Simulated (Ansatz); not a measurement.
Crystal: Zr.

```xyz
2
Lattice="3.2320 0.0000 0.0000 -1.6160 2.7990 0.0000 0.0000 0.0000 5.1470" Properties=species:S:1:pos:R:3 pbc="T T T"
Zr    1.6160    0.9330    3.8603
Zr    0.0000    1.8660    1.2868
```

* Program: Ansatz 0.2.0
* Task: relaxation of cell and atoms
* Functional: PBEsol
* Dispersion: D4
* Potentials or basis: all-electron LAPW, scalar-relativistic
* Basis error allowed: 0.001 eV/atom
* k mesh: 9 × 9 × 5
* Occupations: fermi-dirac, width 0.05 eV
* Spin: no spin polarisation

At the start: volume 23.28 Å³/atom.

Question: Where does the relaxation end?

Answer: Over 5 steps the energy falls by 13.6 meV/atom and the volume is 22.28 Å³/atom (-4.3 %); space group P6_3/mmc (No. 194, to 0.05 Å).

The path:
```
step  energy change (eV)  largest force (eV/Å)  volume (Å³)
   1              0.0000                0.0000        46.56
   2             -0.0270                0.0000        44.65
   3             -0.0272                0.0000        44.55
   4             -0.0272                0.0000        44.55
   5             -0.0272                0.0000        44.55
```

Final structure:
```xyz
2
Lattice="3.1722 0.0000 0.0000 -1.5861 2.7472 0.0000 0.0000 0.0000 5.1127" Properties=species:S:1:pos:R:3 pbc="T T T"
Zr    1.5861    0.9157    3.8345
Zr    0.0000    1.8314    1.2782
```
